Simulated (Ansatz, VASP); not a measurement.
**C in VASP and in Ansatz**

```
C
1.0
     0.00000    1.79005    1.92430
     1.79005    0.00000    1.92430
     1.79005    1.79005    0.00000
C
2
Cartesian
  1.7900 1.7900 1.9243
  2.6851 2.6851 2.8865
```

Alike in both runs: task single point; functional LDA; k mesh 12 × 12 × 12; occupations gaussian, width 0.05 eV; no spin polarisation.

```csv
,VASP,Ansatz
version,VASP 6.6.1,Ansatz 0.2.0
potentials or method,"VASP PAW LDA potentials, release 64 (C)","scalar-relativistic, plane waves, PAW"
plane-wave cutoff (eV),520,520
valence electrons in the cell,8,8
```

```csv
,VASP,Ansatz,Ansatz less VASP
gap on the k mesh at the Fermi level (eV),3.07,3.07,+0.007
least direct gap on the mesh (eV),4.70,4.70,0.000
```

Ansatz warned: «pseudo_functional_mismatch».
